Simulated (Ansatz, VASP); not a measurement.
# Two plane-wave programs on AlCo

INCAR

```
PREC     = Accurate       # precision mode
ENCUT    = 600            # plane-wave cutoff, eV
EDIFF    = 1E-7           # SCF threshold, eV
ISMEAR   = 0              # smearing method
SIGMA    = 0.1            # smearing width, eV
LREAL    = F              # projectors in reciprocal space
LASPH    = T              # aspherical terms in the spheres
NELM     = 80             # most SCF steps
ALGO     = Normal         # electronic algorithm
ISIF     = 3              # what is computed and relaxed
LWAVE    = F              # write WAVECAR
LCHARG   = F              # write CHGCAR
GGA      = CA             # functional
IBRION   = 2              # ionic algorithm
NSW      = 100            # ionic steps
EDIFFG   = -0.005         # ionic threshold
```

The input KPOINTS:

```
regular mesh
0
Gamma
  14 14 14
```

Contents of POSCAR:

```
AlCo
1.0
    2.8194032100      0.0000000000      0.0000000000
    0.0000000000      2.8194032100      0.0000000000
    0.0000000000      0.0000000000      2.8194032100
Al Co
1 1
Direct
    0.0000000000      0.0000000000      0.0000000000
    0.5000000000      0.5000000000      0.5000000000
```

Input for Ansatz:

```yaml
crystal:
  lattice:
    - [2.81940321, 0.0, 0.0]
    - [0.0, 2.81940321, 0.0]
    - [0.0, 0.0, 2.81940321]
  atoms:
    - { symbol: Al, position: [0.0, 0.0, 0.0] }
    - { symbol: Co, position: [0.5, 0.5, 0.5] }
basis:
  ecutwfc: 420
kpoints:
  mp_grid: { grid: [14, 14, 14] }
hamiltonian:
  xc: lda
scf:
  occupations: { method: gaussian, width: 0.1 }
output:
  forces: true
  stress: true
  eigenvalues: true
relax:
  adjacent_minimum: "off"
  f_tol: 0.005
  max_steps: 80
  cell: { stress_tol: 0.05 }
```

The cell is a database's computed one.

Alike in both runs: task relaxation of cell and atoms; functional LDA; k mesh 14 × 14 × 14; occupations gaussian, width 0.1 eV; no spin polarisation.

|  | VASP | Ansatz |
| --- | --- | --- |
| version | VASP 6.6.1 | Ansatz 0.2.0 |
| potentials or method | VASP PAW LDA potentials, release 64 (Al, Co) | scalar-relativistic, plane waves, PAW |
| plane-wave cutoff (eV) | 600 | 420 |
| valence electrons in the cell | 12 | 20 |

Ansatz gave:

```
gap on the k mesh at the Fermi level, each at its own relaxed structure (eV) : none
relaxed volume (Å³/atom)                                                     : 10.90
relaxed cell length with the largest relative difference (Å)                 : 2.794
energy change over the relaxation (meV/atom)                                 : -5
```

Q: What did VASP give for the same quantities?

A: gap on the k mesh at the Fermi level, each at its own relaxed structure (eV): none; relaxed volume (Å³/atom): 10.92; relaxed cell length with the largest relative difference (Å): 2.795; energy change over the relaxation (meV/atom): -5.

A gap of «none» marks a metal or a gap that the smearing closes. The two sets of potentials don't hold the same shells in valence.

Spin polarisation is off, so any magnetic state and its effect on volume and gap are missing.
